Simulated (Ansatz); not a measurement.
Bi:

```
Bi
1.0
    -1.98143    1.98143    1.98143
     1.98143   -1.98143    1.98143
     1.98143    1.98143   -1.98143
Bi
1
Direct
  0.00000 0.00000 0.00000
```

This isn't the form of Bi at room conditions, which is rhombohedral.

A run of Ansatz 0.2.0 on this cell left the log below. Logs are shortened: lines on timing, memory, paths and dates and some standing lists are left out, and cuts for length are marked.

```text
Warning: RAYON_NUM_THREADS=2 ignored (pool sized by the plan → 2); use --threads N
scf.n_extra_bands = 6 over 15 filled bands (N_el = 15.0): the run solves 21 bands
Engine: ansatz 0.2.0, x86_64-unknown-linux-gnu
Pseudopotentials: kind: paw_fr
Pseudopotential: Bi, paw_fr, valence charge 15, recommended cutoff 420 eV (normal), Bi.paw.azcp#standard-fr
Functional definition: SPW92
  exchange = slater_x
  correlation = pw_c
non-collinear run that drives no moment, with spin-orbit: no starting moment large enough to seed its density (crystal.atoms[].spin), no starting occupations that ask for one, no magnetisation constraint and no magnetic field, so the semilocal B_xc is pinned to zero
Crystal: 1 atoms, lattice volume = 31.117 Å³
Basis set: ecut = 420 eV, 603 PW (Γ)
Bands: 21, of which v1, the nominal top of the filled ones, is band 15 counted from 1 (14 counted from 0)
Symmetry: 48 space group operations + 48 with time reversal
Magnetic group: BNS 229.141 (UNI 1643), of the structure as read, at distance tolerance 3.1e-5 Å
k-points: 20 of 343
Projection manifold: j_resolved (fully-relativistic pseudo-atomic orbitals)
Non-local potential: Bi, projectors of the file, l = 0: 2, l = 1: 4, l = 2: 4, l = 3: 4
PAW form: soft (Blöchl's): semilocal exchange-correlation on the pseudo side does not see the compensation charge
PAW frozen core: Bi, regenerated for the run's functional, and the local potential with it (the file was generated under x = pbe(κ = 0.804, μ = 0.2195149727645171), c = pbe(β = 0.06672455060314922))
PAW one-centre angular grid: Bi, 590 points (default); XC on 64 Gauss nodes
Initial density: superposition of atomic densities (chi_scale 0.1, normalization cell)
Initial wavefunctions: pseudopotential atomic-orbital guess
Functional: x = slater, c = lda
SCF iter   1: F=—  HF=-12125.672758 eV  |F-HF|=—  |Δ(HF+E_count)|=         —  Δρ=4.96e-3  dr2=6.59e-3  dr2_m=0.00e0 (ungated)  ethr=3.10e-3  |M|=0.00e0 ∫|m|=0.00e0 μB  |m|>n=0.0e0 m-floor=0.0e0 τ_xc=0.0e0  β_m=0.30  ⟨swp⟩=8.8  Hψ=2749  notcnv=0  defer=2
preconditioner: auto → none  [insulator: Δε(μ)=0.436 eV  Ē_g=21.993 eV  σ=0.050 eV  W_gap=0.93  n_scr=12 (ndim 8)  ℏωp=25.8 eV  f_vac=0.000  D(μ)=0.50/eV (n_scr^D=0)  ε∞_Penn≈2.4]
SCF iter   2: F=—  HF=-12125.671056 eV  |F-HF|=—  |Δ(HF+E_count)|=   1.70e-3  Δρ=3.08e-3  dr2=2.51e-3  dr2_m=0.00e0 (ungated)  ethr=4.40e-5  |M|=0.00e0 ∫|m|=0.00e0 μB  |m|>n=0.0e0 m-floor=0.0e0 τ_xc=0.0e0  β_m=0.54  ⟨swp⟩=2.6  Hψ=808  notcnv=0  defer=19
SCF iter   3: F=—  HF=-12125.670918 eV  |F-HF|=—  |Δ(HF+E_count)|=   1.38e-4  Δρ=8.95e-4  dr2=2.35e-4  dr2_m=0.00e0 (ungated)  ethr=1.68e-5  |M|=0.00e0 ∫|m|=0.00e0 μB  |m|>n=0.0e0 m-floor=0.0e0 τ_xc=0.0e0  β_m=0.77  ⟨swp⟩=2.0  Hψ=712  notcnv=0  defer=19
SCF iter   4: F=—  HF=-12125.671088 eV  |F-HF|=—  |Δ(HF+E_count)|=   1.70e-4  Δρ=1.07e-3  dr2=4.57e-4  dr2_m=0.00e0 (ungated)  ethr=1.56e-6  |M|=0.00e0 ∫|m|=0.00e0 μB  |m|>n=0.0e0 m-floor=0.0e0 τ_xc=0.0e0  β_m=0.77  ⟨swp⟩=2.0  Hψ=738  notcnv=0  defer=19
SCF iter   5: F=—  HF=-12125.670855 eV  |F-HF|=—  |Δ(HF+E_count)|=   2.33e-4  Δρ=2.54e-4  dr2=2.61e-5  dr2_m=0.00e0 (ungated)  ethr=1.56e-6  |M|=0.00e0 ∫|m|=0.00e0 μB  |m|>n=0.0e0 m-floor=0.0e0 τ_xc=0.0e0  β_m=0.89  ⟨swp⟩=2.0  Hψ=694  notcnv=0  defer=19
SCF iter   6: F=—  HF=-12125.670854 eV  |F-HF|=—  |Δ(HF+E_count)|=   1.08e-6  Δρ=1.76e-5  dr2=1.07e-7  dr2_m=0.00e0 (ungated)  ethr=1.74e-7  |M|=0.00e0 ∫|m|=0.00e0 μB  |m|>n=0.0e0 m-floor=0.0e0 τ_xc=0.0e0  β_m=0.89  ⟨swp⟩=2.0  Hψ=694  notcnv=0  defer=19
SCF iter   7: F=-12125.670854 eV  HF=-12125.670854 eV  |F-HF|=1.00e-10  |Δ(HF+E_count)|=   4.52e-8  Δρ=1.28e-6  dr2=9.56e-11  dr2_m=0.00e0 (ungated)  ethr=6.67e-10  |M|=0.00e0 ∫|m|=0.00e0 μB  |m|>n=0.0e0 m-floor=0.0e0 τ_xc=0.0e0  ⟨swp⟩=13.6  Hψ=3362  notcnv=0
SCF 1 converged in 7 iterations: F = -12125.670854 eV  dr2 = 9.56e-11
  greatest PAW one-centre occupation: 0.987 electrons in one spin orbital (limit 2), on the Bi atom at site 0 (counted from 0), in its partial waves of l = 2
NSCF: frozen V_eff on 86 k-points
SCF converged after 7 iterations
Magnetization: |M| = 0.0000 μB,  M = (+0.0000, +0.0000, +0.0000) μB
Absolute magnetization: 0.0000 μB (∫|m|)
  site 0: m = (+0.0000, +0.0000, +0.0000) μB, |m| = 0.0000 μB  (R = 1.42 Å)
Free energy (F): -12125.670854 eV
Harris-Foulkes:  -12125.670854 eV  (|F-HF|=1.00e-10)
Internal energy: -12125.665574 eV  (E = F + TS)
E sigma→0 (E₀):  -12125.668214 eV
Entropy (-TS):   -0.005279 eV (-5.279 meV/atom)
Fermi energy:    11.524096 eV
--- Per-component energies (eV) ---
  E_band       = -83.912672
  E_kinetic    = 304.898996
  E_local      = -1407.989773  (includes V_loc(G=0)·N_el)
  E_nonlocal   = 564.851615
  E_hartree    = 445.159494
  E_xc         = -151.230790
  E_vxc        = -145.330948  (∫ρ·V_xc dr)
  E_paw        = -10393.714724  (= ΣΔE_a)
  E_vpaw       = -290.661173  (= ΣTr[D̂ρ^β])
  E_aug_tail   = -0.000465  (compensation charges beyond the density's cutoff)
  E_ewald      = -1487.665842
  E_core_change = 0.025915  (= ΣΔE_core)
  E_smearing   = -0.005279  (= −TS)
  E_closure    = 0.000000  (closes the sum)
  Σ components = -12125.670854   (vs F -12125.670854, Δ=0.00e0)
--- Forces (eV/Å), atoms counted from 1 ---
  atom   1  Bi     0.00000000     0.00000000    -0.00000000
  max |Σ_I F_I| component: 8.62e-27 eV/Å
--- Stress (GPa, compression-positive) ---
       -1.634820      -0.000000      -0.000000
        0.000000      -1.634820       0.000000
        0.000000       0.000000      -1.634820
  P = ⅓ Tr σ = -1.6348 GPa (-16.348 kbar)
--- Band table (eV; the first three rows and the last of 20) ---
  k-point 0: bands = ["-12.9867", "-12.9867", "-12.9867", "-12.9867", "-10.0512", "-10.0512", "-9.9577", "-9.9577", "-9.9577", "-9.9577", "-2.0588", "-2.0588", "13.6981", "13.6981", "17.5910", "17.5910", "17.5910", "17.5910", "20.6699", "20.6699", "21.9474"]
  k-point 1: bands = ["-12.9847", "-12.9847", "-12.9762", "-12.9762", "-10.0350", "-10.0350", "-9.9650", "-9.9650", "-9.9438", "-9.9438", "-1.6904", "-1.6904", "12.4761", "12.4761", "15.3498", "15.3498", "16.8807", "16.8807", "19.8332", "19.8332", "20.7516"]
  k-point 2: bands = ["-12.9806", "-12.9806", "-12.9536", "-12.9536", "-10.0136", "-10.0136", "-9.9707", "-9.9707", "-9.9067", "-9.9067", "-0.6385", "-0.6385", "9.3497", "9.3497", "13.5029", "13.5029", "15.8064", "15.8064", "18.2875", "18.2875", "19.6857"]
  k-point 19: bands = ["-12.9386", "-12.9386", "-12.9368", "-12.9368", "-9.9675", "-9.9675", "-9.9636", "-9.9636", "-9.8379", "-9.8379", "2.7635", "2.7635", "8.1625", "8.1625", "10.0872", "10.0872", "10.4435", "10.4435", "15.1927", "15.1927", "16.1557"]
```

What input gives this log?

Band structure with LDA, spin-orbit coupling, no magnetisation. The files as run (others can give the same):

input.yaml
```yaml
crystal:
  lattice:
    - [-1.9814305318, 1.9814305318, 1.9814305318]
    - [1.9814305318, -1.9814305318, 1.9814305318]
    - [1.9814305318, 1.9814305318, -1.9814305318]
  atoms:
    - { symbol: Bi, position: [0.0, 0.0, 0.0] }
hamiltonian:
  xc: lda
  pseudopotentials: { kind: paw_fr }
magnetization:
  noncollinear: true
  spin_orbit: true
kpoints:
  mp_grid: { grid: [7, 7, 7] }
  band_path:
    path:
      - [[0.0, 0.0, 0.0], [0.5, -0.5, 0.5], [0.0, 0.0, 0.5], [0.0, 0.0, 0.0], [0.25, 0.25, 0.25], [0.5, -0.5, 0.5]]
      - [[0.25, 0.25, 0.25], [0.0, 0.0, 0.5]]
    npoints: 14
scf:
  occupations: { method: fermi_dirac, width: 0.05 }
  n_extra_bands: 6
output:
  forces: true
  stress: true
  eigenvalues: true
  fatbands: false
  write_density: true
  write_potential: true
  elf: true
  volumetric_format: npy
```

Potentials or basis: Ansatz PAW.
Run with:
```console
$ ansatz run input.yaml --threads 2 --pin off --max-ram 5632MiB --backend cpu --events-out ev --progress --plain --runs-dir out
```

Caveat: the PAW data sets come from PBE, with cores solved anew for the run's functional, which leaves a small shift of forces and pressure.
